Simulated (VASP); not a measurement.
# Te2Mo (P6_3/mmc) in VASP: notebook

One crystal, Te2Mo, is run at these levels: revPBE+D3(BJ), revPBE+D4, revPBE+dDsC, PBE; tasks: relaxation of cell and atoms, single point.

Everything below comes from runs of VASP 6.6.1. Logs are shortened: lines on timing, memory, paths and dates and some standing lists are left out, and cuts for length are marked.

## 1. Starting point

Symmetry: P6_3/mmc, No. 194, hexagonal system. The conventional cell has a = 3.518 Å, b = 3.518 Å, c = 13.974 Å, α = 90.00°, β = 90.00°, γ = 120.00°. Te (site symmetry 3m) is surrounded by 3 Mo at 2.72 Å. Around Mo (site symmetry -6m2) lie 6 Te at 2.72 Å.

## 2. Relaxation of cell and atoms, revPBE+D3(BJ)

INCAR reads:

```
PREC = Accurate
ENCUT = 600
EDIFF = 1E-6
ISMEAR = -1
SIGMA = 0.05
LREAL = F
LASPH = T
NELM = 80
ALGO = Fast
ISIF = 3
LWAVE = F
LCHARG = F
GGA = RE
IVDW = 12
IBRION = 2
NSW = 60
EDIFFG = -0.01
```

KPOINTS reads:

```
regular mesh
0
Gamma
  7 7 2
```

POSCAR reads:

```
Te2Mo
1.0
    3.5182000000      0.0000000000      0.0000000000
   -1.7591000000      3.0468505756      0.0000000000
    0.0000000000      0.0000000000     13.9736000000
Te Mo
4 2
Direct
    0.6666666667      0.3333333333      0.3790000000
    0.3333333333      0.6666666667      0.8790000000
    0.6666666667      0.3333333333      0.1210000000
    0.3333333333      0.6666666667      0.6210000000
    0.6666666667      0.3333333333      0.7500000000
    0.3333333333      0.6666666667      0.2500000000
```

Potentials or basis: VASP PAW PBE potentials, release 64 (Te, Mo_sv).

On the command line:

```console
$ cat potpaw_PBE.64/Te/POTCAR potpaw_PBE.64/Mo_sv/POTCAR > POTCAR
$ mpirun -np 1 vasp_std > vasp.out
```

OUTCAR:

```text
PREC = Accurate
   ENCUT = 600
   EDIFF = 1E-6
   ISMEAR = -1
   LREAL = F
   LASPH = T
   NELM = 80
   ISIF = 3
   GGA = RE
   IVDW = 12
   IBRION = 2
   NSW = 60
   EDIFFG = -0.01
 IVDW          = 12

 ion  position               nearest neighbor table
   1  0.667  0.333  0.379-   6 2.72   6 2.72   6 2.72   3 3.61
   2  0.333  0.667  0.879-   5 2.72   5 2.72   5 2.72   4 3.61
   3  0.667  0.333  0.121-   6 2.72   6 2.72   6 2.72   1 3.61
   4  0.333  0.667  0.621-   5 2.72   5 2.72   5 2.72   2 3.61
   5  0.667  0.333  0.750-   2 2.72   4 2.72   2 2.72   4 2.72   2 2.72   4 2.72
   6  0.333  0.667  0.250-   1 2.72   3 2.72   1 2.72   3 2.72   1 2.72   3 2.72

  LATTYP: Found a hexagonal cell.
 ALAT       =     3.5182000000
 C/A-ratio  =     3.9718037633

  Lattice vectors:

 A1 = (   3.5182000000,   0.0000000000,   0.0000000000)
 A2 = (  -1.7591000000,   3.0468505756,   0.0000000000)
 A3 = (   0.0000000000,   0.0000000000,  13.9736000000)

Analysis of symmetry for initial positions (statically):
=====================================================================
 Subroutine PRICEL returns:
 Original cell was already a primitive cell.

 Routine SETGRP: Setting up the symmetry group for a
 hexagonal supercell.

 Subroutine GETGRP returns: Found 24 space group operations
 (whereof 12 operations were pure point group operations)
 out of a pool of 24 trial point group operations.

The static configuration has the point symmetry D_3d.
 The point group associated with its full space group is D_6h.

Analysis of symmetry for dynamics (positions and initial velocities):
=====================================================================
 Subroutine PRICEL returns:
 Original cell was already a primitive cell.

 Routine SETGRP: Setting up the symmetry group for a
 hexagonal supercell.

 Subroutine GETGRP returns: Found 24 space group operations
 (whereof 12 operations were pure point group operations)
 out of a pool of 24 trial point group operations.

The dynamic configuration has the point symmetry D_3d.
 The point group associated with its full space group is D_6h.

 Subroutine INISYM returns: Found 24 space group operations
 (whereof 12 operations are pure point group operations),
 and found     1 'primitive' translations

----------------------------------------------------------------------------------------

                                     Primitive cell

  volume of cell :     149.7890

  direct lattice vectors                    reciprocal lattice vectors
     3.518200000  0.000000000  0.000000000     0.284236257  0.164103880  0.000000000
    -1.759100000  3.046850576  0.000000000     0.000000000  0.328207759  0.000000000
     0.000000000  0.000000000 13.973600000     0.000000000  0.000000000  0.071563520

  length of vectors
     3.518200000  3.518200000 13.973600000     0.328207759  0.328207759  0.071563520

  position of ions in fractional coordinates (direct lattice)
     0.666666667  0.333333333  0.379000000
     0.333333333  0.666666667  0.879000000
     0.666666667  0.333333333  0.121000000
     0.333333333  0.666666667  0.621000000
     0.666666667  0.333333333  0.750000000
     0.333333333  0.666666667  0.250000000

  ion indices of the primitive-cell ions
   primitive index   ion index
                 1           1
                 2           2
                 3           3
                 4           4
                 5           5
                 6           6

----------------------------------------------------------------------------------------

 KPOINTS: regular mesh

Automatic generation of k-mesh.
 Grid dimensions read from file:
 generate k-points for:    7    7    2

 Generating k-lattice:

  Cartesian coordinates                     Fractional coordinates (reciprocal lattice)
     0.040605180  0.023443411  0.000000000     0.142857143  0.000000000  0.000000000
     0.000000000  0.046886823  0.000000000     0.000000000  0.142857143  0.000000000
     0.000000000  0.000000000  0.035781760     0.000000000  0.000000000  0.500000000

[... 44 lines left out ...]
   ISYM   =      2    0-nonsym 1-usesym 2-fastsym
   POTIM  = 0.5000    time-step for ionic-motion
   TEBEG  =    0.0;   TEEND  =   0.0 temperature during run
   PSTRESS=    0.0 pullay stress
   NELECT =      52.0000    total number of electrons
   NUPDOWN=      -1.0000    fix difference up-down
   EMIN   =  10.00;   EMAX   =-10.00  energy-range for DOS
   EFERMI =   0.00;   METHOD = LEGACY
   ISMEAR =    -1;   SIGMA  =   0.05  broadening in eV -4-tet -1-fermi 0-gaus
   EFERMI_NEDOS =   21; number of points for ismear=-14 and -15
   IALGO  =     68    algorithm
   IMIX   =      4    mixing-type and parameters
     AMIX     =   0.40;   BMIX     =  1.00
     AMIX_MAG =   1.60;   BMIX_MAG =  1.00
  volume/ion in A,a.u.               =      24.96       168.47
  Fermi-wavevector in a.u.,A,eV,Ry     =   1.150578  2.174277 18.011787  1.323829
  Thomas-Fermi vector in A             =   2.287241
   LORBIT       =      0    0 simple, 1 ext, 2 COOP (PROOUT), +10 PAW based schemes
   GGA     = RE    functional components
   LHFCALC =     F    Hartree Fock is set to
   AEXX    =    0.0000 exact exchange contribution
   IVDW    =    12    specifies the selected vdW correction
   LEPSILON=     F    determine dielectric tensor
   LRPA    =     F    only Hartree local field effects (RPA)
 conjugate gradient relaxation of ions
 non-spin polarized calculation
 RMM-DIIS sequential band-by-band and
  energy-cutoff  :      600.00
  volume of cell :      149.79
 maximum number of plane-waves:      5032
   NGX = 15   NGY = 15   NGZ = 55

--------------------------------------- Ionic step        1  -------------------------------------------

 number of electron      52.0000001 magnetization

 Free energy of the ion-electron system (eV)
  ---------------------------------------------------
  ext. energy  EPLUGINS =         0.00000000
  ---------------------------------------------------
  free energy    TOTEN  =       -33.73302761 eV

  energy without entropy =      -33.73300828  energy(sigma->0) =      -33.73301794

------------------------ aborting loop because EDIFF is reached ----------------------------------------

 Edisp (eV)   -6.06442

 E8    (eV) :    -4.3500

  FORCE on cell =-STRESS in cart. coord.  units (eV):
  Direction    XX          YY          ZZ          XY          YZ          ZX
  --------------------------------------------------------------------------------------
  -------------------------------------------------------------------------------------
  Total      -2.29476    -2.29476    -1.52837    -0.00000    -0.00000     0.00000
  in kB     -24.54523   -24.54523   -16.34781    -0.00000    -0.00000     0.00000
  external pressure =      -21.81 kB  Pullay stress =        0.00 kB
[... 109 lines left out ...]
  FREE ENERGIE OF THE ION-ELECTRON SYSTEM (eV)
  ---------------------------------------------------
  free  energy   TOTEN  =       -39.8357120090 eV

  energy  without entropy=      -39.8356917210  energy(sigma->0) =      -39.83570187

[... ionic steps 4 to 7 ...]

--------------------------------------- Ionic step        8  -------------------------------------------

 number of electron      51.9999999 magnetization

------------------------ aborting loop because EDIFF is reached ----------------------------------------

 Edisp (eV)   -6.51102

 E8    (eV) :    -4.6670
[... 77 lines left out ...]
  energy  without entropy=      -39.9217519918  energy(sigma->0) =      -39.92189890

--------------------------------------- Ionic step       10  -------------------------------------------

 number of electron      52.0000000 magnetization

 Free energy of the ion-electron system (eV)
  ---------------------------------------------------
  ext. energy  EPLUGINS =         0.00000000
  ---------------------------------------------------
  free energy    TOTEN  =       -33.39157284 eV

  energy without entropy =      -33.39135115  energy(sigma->0) =      -33.39146199

 E-fermi :   9.6614     XC(G=0): -10.8396

 val. band max:        9.3707305069   @ k =   0.0000   0.0000   0.5000
 cond. band min:       9.9982629190   @ k =   0.2857   0.1429   0.0000
 fundamental gap:      0.6275324120
 Fermi energy:         9.6613952045

 k-point     1 :       0.0000    0.0000    0.0000
  band No.  band energies     occupation
      1     -51.5385      2.00000
      2     -51.5385      2.00000
      3     -25.7340      2.00000
      4     -25.7340      2.00000
      5     -25.5714      2.00000
      6     -25.5714      2.00000
[... 570 lines left out ...]
  FREE ENERGIE OF THE ION-ELECTRON SYSTEM (eV)
  ---------------------------------------------------
  free  energy   TOTEN  =       -39.9276949142 eV

  energy  without entropy=      -39.9274732200  energy(sigma->0) =      -39.92758407

 reached required accuracy - stopping structural energy minimisation
```

Run time: 6.6 min. Hardware: 1 thread of Intel Xeon 6975P-C (Granite Rapids), shared host; peak memory 0.35 GiB.

What came out:

```yaml
Free_energy: -39.9277 eV
Relaxed_volume: 23.15 Å³/atom
Relaxed_cell: a = 3.461 Å, b = 3.461 Å, c = 13.389 Å, α = 90.00°, β = 90.00°, γ = 120.00°
Space_group_after_relaxing_to_0.05_Å: P6_3/mmc (No. 194)
Energy_gained_by_relaxing: 21.7 meV/atom
Ionic_steps: 10
Pressure_after_relaxing: 0.0 GPa
Largest_force_after_relaxing: 0.008 eV/Å
Band_gap_on_the_k_mesh: 0.63 eV, indirect (least direct gap 1.13 eV)
Dispersion_energy_per_atom: -1.089 eV
```

Forces in eV/Å, atoms in the order of the input:
```
Te   0.000  0.000  0.008
Te   0.000  0.000  0.008
Te   0.000  0.000 -0.008
Te   0.000  0.000 -0.008
Mo   0.000  0.000  0.000
Mo   0.000  0.000  0.000
```

The path:
```tsv
step	energy change (eV)	largest force (eV/Å)	pressure (GPa)	volume (Å³)
1	0.0000	0.2220	-2.18	149.79
2	-0.0276	0.7343	2.21	142.54
3	-0.0383	0.5532	0.60	144.96
4	-0.0779	0.2192	0.16	142.67
5	-0.0801	0.1232	0.03	141.99
6	-0.1077	0.0619	-0.23	141.08
7	-0.1288	0.0879	-0.52	139.14
8	-0.1292	0.0631	-0.43	139.43
9	-0.1246	0.1782	1.18	137.67
10	-0.1302	0.0084	-0.01	138.90
```

Final structure:
```
CELL_PARAMETERS angstrom
3.46110 0.00000 0.00000
-1.73055 2.99740 0.00000
0.00000 0.00000 13.38901
ATOMIC_POSITIONS crystal
Te 0.66667 0.33333 0.38626
Te 0.33333 0.66667 0.88626
Te 0.66667 0.33333 0.11374
Te 0.33333 0.66667 0.61374
Mo 0.66667 0.33333 0.75000
Mo 0.33333 0.66667 0.25000
```

Caveat: the PAW data sets were made with another functional, which shifts forces and pressure a little; spin-orbit coupling is left out, which moves the levels of the heavy elements; an odd mesh through Γ misses points on the zone boundary, where band edges often lie. Expect the measured gap to be larger: semilocal functionals such as revPBE lack the derivative discontinuity.

## 3. Relaxation of cell and atoms, revPBE+D4

Changes to INCAR since step 2:

```diff
@@ -13,3 +13,3 @@
 GGA = RE
-IVDW = 12
+IVDW = 13
 IBRION = 2
```

KPOINTS is that of step 2.

POSCAR is that of step 2.

Potentials or basis: VASP PAW PBE potentials, release 64 (Te, Mo_sv).

On the command line:

```console
$ cat potpaw_PBE.64/Te/POTCAR potpaw_PBE.64/Mo_sv/POTCAR > POTCAR
$ mpirun -np 1 vasp_std > vasp.out
```

Wall time 7.1 min (1 thread of Intel Xeon 6975P-C (Granite Rapids), shared host); peak memory 0.35 GiB.

It converged, with:

```yaml
Free_energy: -39.1745 eV
Relaxed_volume: 23.76 Å³/atom
Relaxed_cell: a = 3.486 Å, b = 3.486 Å, c = 13.543 Å, α = 90.00°, β = 90.00°, γ = 120.00°
Space_group_after_relaxing_to_0.05_Å: P6_3/mmc (No. 194)
Energy_gained_by_relaxing: 10.0 meV/atom
Ionic_steps: 14
Pressure_after_relaxing: 0.0 GPa
Largest_force_after_relaxing: 0.006 eV/Å
Band_gap_on_the_k_mesh: 0.69 eV, indirect (least direct gap 1.22 eV)
Dispersion_energy_per_atom: -0.939 eV
```

Forces on the atoms (eV/Å):
```
Te   0.000  0.000  0.006
Te   0.000  0.000  0.006
Te   0.000  0.000 -0.006
Te   0.000  0.000 -0.006
Mo   0.000  0.000  0.000
Mo   0.000  0.000  0.000
```

Step by step:
| step | energy change (eV) | largest force (eV/Å) | pressure (GPa) | volume (Å³) |
| --- | --- | --- | --- | --- |
| 1 | 0.0000 | 0.2053 | -1.11 | 149.79 |
| 2 | -0.0177 | 0.3683 | 0.72 | 146.09 |
| 3 | -0.0178 | 0.3616 | 0.66 | 146.23 |
| 4 | -0.0311 | 0.1861 | 0.25 | 145.50 |
| 5 | -0.0341 | 0.0912 | 0.02 | 145.10 |
| 6 | -0.0345 | 0.0547 | -0.06 | 144.94 |
| 7 | -0.0436 | 0.0419 | -0.14 | 144.47 |
| 8 | -0.0590 | 0.0031 | -0.22 | 143.05 |
| 9 | -0.0596 | 0.0167 | -0.22 | 142.70 |
| 10 | -0.0596 | 0.0153 | -0.19 | 142.75 |
| 11 | -0.0594 | 0.0510 | 0.31 | 142.10 |
| 12 | -0.0598 | 0.0122 | 0.02 | 142.48 |
| 13 | -0.0598 | 0.0088 | 0.01 | 142.51 |
| 14 | -0.0598 | 0.0056 | -0.04 | 142.54 |

Final structure:
```cif
data_structure
_symmetry_space_group_name_H-M 'P 1'
_symmetry_Int_Tables_number 1
_cell_length_a 3.4862
_cell_length_b 3.4862
_cell_length_c 13.5428
_cell_angle_alpha 90.000
_cell_angle_beta 90.000
_cell_angle_gamma 120.000
_cell_volume 142.54
loop_
_atom_site_label
_atom_site_type_symbol
_atom_site_fract_x
_atom_site_fract_y
_atom_site_fract_z
_atom_site_occupancy
Te1 Te 0.66667 0.33333 0.38434 1
Te2 Te 0.33333 0.66667 0.88434 1
Te3 Te 0.66667 0.33333 0.11566 1
Te4 Te 0.33333 0.66667 0.61566 1
Mo1 Mo 0.66667 0.33333 0.75000 1
Mo2 Mo 0.33333 0.66667 0.25000 1
```

Levels at points of the mesh, in eV from the valence-band top:
```csv
k point,band 22,band 23,band 24,band 25,band 26,band 27,band 28,band 29,band 30,band 31
"(0.00, 0.00, 0.00)",-1.10,-1.04,-1.04,-0.09,0.00,2.84,2.84,3.02,3.05,3.05
"(0.00, 0.00, 0.50)",-1.07,-1.07,-1.07,-0.02,-0.02,2.88,2.88,2.88,2.88,3.28
```

Caveat: the PAW data sets were made with another functional, which shifts forces and pressure a little; spin-orbit coupling is left out, which moves the levels of the heavy elements; an odd mesh through Γ misses points on the zone boundary, where band edges often lie.

## 4. Relaxation of cell and atoms, revPBE+dDsC

Changes to INCAR since step 3:

```diff
@@ -13,3 +13,3 @@
 GGA = RE
-IVDW = 13
+IVDW = 4
 IBRION = 2
```

KPOINTS is that of step 3.

POSCAR is that of step 3.

On the command line:

```console
$ cat potpaw_PBE.64/Te/POTCAR potpaw_PBE.64/Mo_sv/POTCAR > POTCAR
$ mpirun -np 1 vasp_std > vasp.out
```

Run time: 4.9 min. Hardware: 1 thread of Intel Xeon 6975P-C (Granite Rapids), shared host; peak memory 0.35 GiB.

Results (log left out):

```
Free energy                            : -36.6137 eV
Relaxed volume                         : 24.95 Å³/atom
Relaxed cell                           : a = 3.506 Å, b = 3.506 Å, c = 14.060 Å, α = 90.00°, β = 90.00°, γ = 120.00°
Space group after relaxing (to 0.05 Å) : P6_3/mmc (No. 194)
Energy gained by relaxing              : -0.7 meV/atom
Ionic steps                            : 10
Pressure after relaxing                : 0.0 GPa
Band gap on the k mesh                 : 0.90 eV, indirect (least direct gap 1.26 eV)
Hirshfeld charges                      : Te -0.05; Mo +0.10 e
Dispersion energy per atom             : -0.480 eV
```

The path:
| step | energy change (eV) | largest force (eV/Å) | pressure (GPa) | volume (Å³) |
| --- | --- | --- | --- | --- |
| 1 | 0.0000 | 0.1337 | 0.37 | 149.79 |
| 2 | -0.0122 | 0.1577 | -0.99 | 151.03 |
| 3 | -0.0114 | 0.1145 | -0.74 | 150.84 |
| 4 | -0.0084 | 0.0156 | -0.34 | 150.41 |
| 5 | 0.0048 | 0.0134 | 0.01 | 149.69 |
| 6 | 0.0036 | 0.0131 | -0.03 | 149.76 |
| 7 | 0.0039 | 0.0134 | -0.04 | 149.75 |
| 8 | 0.0044 | 0.0133 | -0.01 | 149.72 |
| 9 | 0.0041 | 0.0129 | -0.01 | 149.74 |
| 10 | 0.0042 | 0.0004 | 0.04 | 149.70 |

Final structure:
```
CELL_PARAMETERS angstrom
3.50639 0.00000 0.00000
-1.75319 3.03662 0.00000
0.00000 0.00000 14.05966
ATOMIC_POSITIONS crystal
Te 0.66667 0.33333 0.37926
Te 0.33333 0.66667 0.87926
Te 0.66667 0.33333 0.12074
Te 0.33333 0.66667 0.62074
Mo 0.66667 0.33333 0.75000
Mo 0.33333 0.66667 0.25000
```

Levels at points of the mesh, in eV from the valence-band top:
```tsv
k point	band 24	band 25	band 26	band 27	band 28	band 29
(0.00, 0.00, 0.00)	-0.91	-0.36	0.00	3.00	3.00	3.13
(0.00, 0.00, 0.50)	-0.93	-0.09	-0.09	3.04	3.04	3.04
```

Caveat: the PAW data sets were made with another functional, which shifts forces and pressure a little; spin-orbit coupling is left out, which moves the levels of the heavy elements; an odd mesh through Γ misses points on the zone boundary, where band edges often lie.

## 5. Single point, PBE

This run uses another cell than the first one: it holds 3 atoms, not 6.

INCAR reads:

```
PREC = Accurate
ENCUT = 650
EDIFF = 1E-7
ISMEAR = 0
SIGMA = 0.05
LREAL = F
LASPH = T
NELM = 120
ALGO = Normal
ISIF = 2
LWAVE = F
LCHARG = F
LDIPOL = T
IDIPOL = 3
DIPOL = 0.5 0.5 0.500
GGA = PE
NBANDS = 24
LVHAR = T
LVACPOTAV = T
```

KPOINTS reads:

```
regular mesh
0
Gamma
  9 9 1
```

POSCAR reads:

```
Te2Mo
1.0
    3.5182000000      0.0000000000      0.0000000000
   -1.7591000000      3.0468505800      0.0000000000
    0.0000000000      0.0000000000     21.6051888000
Te Mo
2 1
Direct
    0.3333333333      0.6666666667      0.4165665981
    0.3333333333      0.6666666667      0.5834334019
    0.6666666667      0.3333333333      0.5000000000
```

On the command line:

```console
$ cat potpaw_PBE.64/Te/POTCAR potpaw_PBE.64/Mo_sv/POTCAR > POTCAR
$ mpirun -np 1 vasp_std > vasp.out
```

Wall time 82 s (1 thread of Intel Xeon 6975P-C (Granite Rapids), shared host); peak memory 0.45 GiB.

These settings aren't checked as converged: the numbers below hold their error.

What came out:

```yaml
Free_energy: -18.0119 eV
Largest_force: 0.275 eV/Å
Band_gap_on_the_k_mesh: 1.14 eV, direct
Ionisation_potential_of_the_upper_face: 4.87 eV
```

Caveat: spin-orbit coupling is left out, which moves the levels of the heavy elements.

## 6. For comparison

An earlier run on the cell as given: functional PBEsol; potentials or basis VASP PAW PBE potentials, release 64 (Te, Mo_sv); cutoff 520 eV; k mesh 9 × 9 × 2; occupations fermi-dirac, width 0.05 eV; no spin polarisation.

* Pressure: -1.0 GPa
* Largest force: 0.061 eV/Å
* Band gap on the k mesh: 0.75 eV, indirect (least direct gap 1.04 eV)

## 7. Overview

| task | level | cell | k mesh | cutoff (eV) | ladder | gap on the mesh (eV) | pressure (GPa) | relaxed volume (Å³/atom) | largest force (eV/Å) |
| --- | --- | --- | --- | --- | --- | --- | --- | --- | --- |
| relaxation of cell and atoms | revPBE+D3(BJ) | relaxed | 7 × 7 × 2 | 600 | - | 0.63 | 0.0 | 23.15 | 0.01 |
| relaxation of cell and atoms | revPBE+D4 | relaxed | 7 × 7 × 2 | 600 | - | 0.69 | 0.0 | 23.76 | 0.01 |
| relaxation of cell and atoms | revPBE+dDsC | relaxed | 7 × 7 × 2 | 600 | - | 0.90 | 0.0 | 24.95 | - |
| single point | PBEsol | as given | 9 × 9 × 2 | 520 | free | 0.75 | -1.0 | - | 0.06 |

Alike in all rows: potentials or basis VASP PAW PBE potentials, release 64 (Te, Mo_sv); no spin polarisation; smearing fermi-dirac 0.05 eV.

Caveats: the PAW data sets were made with another functional, which shifts forces and pressure a little; spin-orbit coupling is left out, which moves the levels of the heavy elements; an odd mesh through Γ misses points on the zone boundary, where band edges often lie; this functional lacks dispersion, which binds the layers, so the pressure and a relaxed spacing across them are unreliable (some runs).

Absolute energies hang on the potentials; compare differences alone.
